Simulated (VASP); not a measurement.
Crystal: Cu.

```
Cu
1.0
     0.00000    1.80750    1.80750
     1.80750    0.00000    1.80750
     1.80750    1.80750    0.00000
Cu
1
Direct
  0.00000 0.00000 0.00000
```

Program: VASP 6.6.1. Alike in all runs: potentials or basis VASP PAW PBE potentials, release 64 (Cu); no spin polarisation; cell as given; k mesh 13 × 13 × 13; cutoff (eV) 520.

Q: Order these runs on this cell by their pressure, lowest first.
A. level MS2; smearing fermi-dirac 0.05 eV
B. level PBE; smearing gaussian 0.012 eV
C. level revTPSS; smearing fermi-dirac 0.05 eV

A: A (-8.3 GPa), C (-6.4 GPa), B (2.2 GPa).

Caveats: the PAW data sets were made with another functional, which shifts forces and pressure a little (some runs).
